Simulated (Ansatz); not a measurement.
L1₀ (CuAu-type) CoPt was calculated with r²SCANh in Ansatz (PAW).

Run with plane-wave cutoff 520 eV, 10×10×8 k mesh (along the axes of the cell as run), Fermi–Dirac smearing 0.05 eV, spin-polarised with parallel moments, scalar-relativistic PAW data made under PBE.

Computed at the level's own relaxed cell.

Problem. Estimate the lattice constant a (two-atom tetragonal cell), lattice parameter c (two-atom tetragonal cell) and magnetic moment (largest site, within a sphere) that the calculation returns.

Solution. 
- lattice constant a (two-atom tetragonal cell): 2.733 Å
- lattice parameter c (two-atom tetragonal cell): 3.685 Å
- magnetic moment (largest site, within a sphere): 2.37 μB

Measured, for comparison: lattice constant a 2.694 Å (temperature not stated, no zero-point or thermal correction, P4/mmm two-atom cell, a_fct/√2; as tabulated in Karoui et al. (2013), arXiv:1204.5845); lattice parameter c 3.707 Å (temperature not stated, no zero-point or thermal correction; as tabulated in Karoui et al. (2013), arXiv:1204.5845). Computed (rounded) less measured: lattice constant a +1.4 %, lattice parameter c -0.6 %. A static lattice is as a rule a little smaller and stiffer than an uncorrected measurement, which narrows the difference in the lattice parameter c and would widen misses of the other sign.

Moments are spin moments.

Spin–orbit coupling is not included.

It cost very roughly 2.8 core-hours of CPU time.

Ansatz is a program for electronic structure.
